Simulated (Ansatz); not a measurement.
Surface calculation: rocksalt NbN (100), 2 layers

The slab is cut from the rocksalt crystal, which needn't be the stable phase, as relaxed on PAW files (10.81 Å³/atom), with 16 Å of vacuum and a dipole correction:

```
CELL_PARAMETERS angstrom
3.12679 0.00000 0.00000
0.00000 3.12679 0.00000
0.00000 0.00000 18.21100
ATOMIC_POSITIONS crystal
Nb 0.00000 0.00000 0.43930
N 0.50000 0.50000 0.43930
Nb 0.50000 0.50000 0.56070
N 0.00000 0.00000 0.56070
```

Level of theory: DFT with PBE, scalar-relativistic, in Ansatz 0.2.0; a Γ-centred 13×13×1 k mesh, Fermi–Dirac smearing of 0.1 eV, no spin polarisation. LAPW: all electrons, basis error target 1 meV/atom; PAW: frozen-core files, cutoff 420 eV.

The bulk energy comes from a cell in the slab's orientation on a 13×13×9 mesh. The surface energy is (E(slab) − N·E(bulk))/2A at zero smearing, the mean of both faces; thin slabs carry quantum-size effects.

**Question.** As cut, the LAPW slab lies 1.637 eV above 4 atoms of bulk. What surface energy is that?

**Answer.** Over two faces of 9.78 Å² it is 83.7 meV/Å², and times 16.02 J/m² per eV/Å² that gives γ = 1.341 J/m².

```csv
method,γ as cut (J/m²),γ relaxed (J/m²),Φ as cut (eV),Φ relaxed (eV)
LAPW,1.341,0.947,3.62,3.21
PAW,1.339,0.944,3.62,3.21
```

**Question.** How do the spacings between the planes relax?

**Answer.** From the bottom face up: d12 -1.6 % of 2.211 Å. The outer plane rumples by 0.244 Å.
